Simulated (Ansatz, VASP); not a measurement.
## Two plane-wave programs on Be2C

```
Be C
1.0
     0.00000    2.16424    2.16424
     2.16424    0.00000    2.16424
     2.16424    2.16424    0.00000
Be C
2 1
Direct
  0.25000 0.25000 0.25000
  0.75000 0.75000 0.75000
  0.00000 0.00000 0.00000
```

Alike in both runs: functional PBE; k mesh 12 × 12 × 12; no spin polarisation.

Ansatz relaxed the structure, and its values are those at the end. VASP's run is a single point on that final structure, the one shown.

|  | VASP | Ansatz |
| --- | --- | --- |
| version | VASP 6.6.1 | Ansatz 0.2.0 |
| potentials or method | VASP PAW PBE potentials, release 64 (Be, C) | scalar-relativistic, plane waves, PAW |
| plane-wave cutoff (eV) | 520 | 420 |
| occupations | gaussian, width 0.01 eV | fixed |
| valence electrons in the cell | 8 | 8 |

|  | VASP | Ansatz | Ansatz less VASP |
| --- | --- | --- | --- |
| gap on the k mesh at the Fermi level (eV) | 1.16 | 1.17 | +0.013 |
| least direct gap on the mesh (eV) | 4.13 | 4.14 | +0.009 |
| pressure (GPa) | 0.4 | 0.0 | -0.39 |

A k mesh can miss the band edges.
